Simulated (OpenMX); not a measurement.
CaSe: equation of state with LDA

The system is CaSe.

```
Se Ca
1.0
     0.00000    2.95600    2.95600
     2.95600    0.00000    2.95600
     2.95600    2.95600    0.00000
Se Ca
1 1
Direct
  0.50000 0.50000 0.50000
  0.00000 0.00000 0.00000
```

```
Program                           : OpenMX 3.8.5
Task                              : equation of state
Functional                        : LDA
Potentials or basis               : OpenMX 2013 LDA set, Se7.0-s3p2d2, Ca9.0-s3p2d1, fixed grid of 36 × 36 × 36 points
k mesh                            : 9 × 9 × 9
Occupations                       : fermi-dirac, width 0.05 eV
Spin                              : no spin polarisation
Mixing scheme                     : rmm-diisk
SCF threshold                     : 1e-08 Ha
Solver                            : band
Grid points, held for all volumes : 36 × 36 × 36
```

* Equilibrium volume: 24.42 Å³/atom
* Bulk modulus: 57 GPa
* Pressure derivative of the bulk modulus: 4.2

Energy against volume, from the lowest point:
| volume (Å³/atom) | energy (meV/atom) |
| --- | --- |
| 24.280 | 0.00 |
| 24.796 | 0.80 |
| 25.313 | 5.29 |
| 25.829 | 12.89 |
| 26.346 | 23.42 |
| 26.863 | 36.57 |
| 27.379 | 51.98 |

Caveat: volumes in these bases differ from converged ones by about 1 %, for some elements by several; the basis of atomic orbitals isn't converged, which shifts pressures, moduli and gaps. Zero-point motion and thermal expansion aren't in these numbers.
